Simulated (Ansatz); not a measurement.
## HfO$_{2}$: pressure against volume

HfO$_{2}$, Fm-3m, a = 5.098 Å. This isn't the usual stable structure of the compound. Ansatz: PBE, PAW, 420 eV, Γ-centred 8×8×8 mesh on 3 atoms, Gaussian smearing 0.02 eV; no spin polarisation. Symmetry fixes shape and atoms, so the cell is only scaled; pressure is positive in compression.

| V (Å³/atom) | P (GPa) |
| --- | --- |
| 9.714 | 41.11 |
| 10.045 | 28.27 |
| 10.376 | 17.32 |
| 10.708 | ? |
| 11.039 | 0.00 |
| 11.370 | -6.83 |
| 11.701 | -12.68 |
| 12.143 | -19.18 |

Task: Take V0 = 11.039 Å³/atom, fit the third-order Birch–Murnaghan form to the other rows, and predict the missing pressure.

Result: With the Eulerian strain f = ½[(V0/V)^(2/3) − 1] and y = P/[3f(1 + 2f)^(5/2)], the form is the line y = B0 + 1.5 B0 (B0′ − 4) f. Rows (f, y): 0.04449, 248.9; 0.03246, 248.1; 0.02108, 247.0; -0.00975, 245.3; -0.01904, 244.6; -0.03078, 243.5. Means f = 0.006410, y = 246.23; Σ(Δf)² = 0.004636, ΣΔfΔy = 0.3197; the slope is their ratio. y = 245.8 + 68.97 f GPa, so B0 = 245.8 GPa and B0′ = 4 + 2 × (68.97)/(3 × 245.8) = 4.19. At V = 10.708, f = 0.01025, y = 246.51 and P = 7.97 GPa. The run gave 7.98 GPa, so the fit is 0.01 GPa too low, within the rms miss on the fitted rows (0.01 GPa).

Spin–orbit coupling is left out, which can shift energies with elements as heavy as these.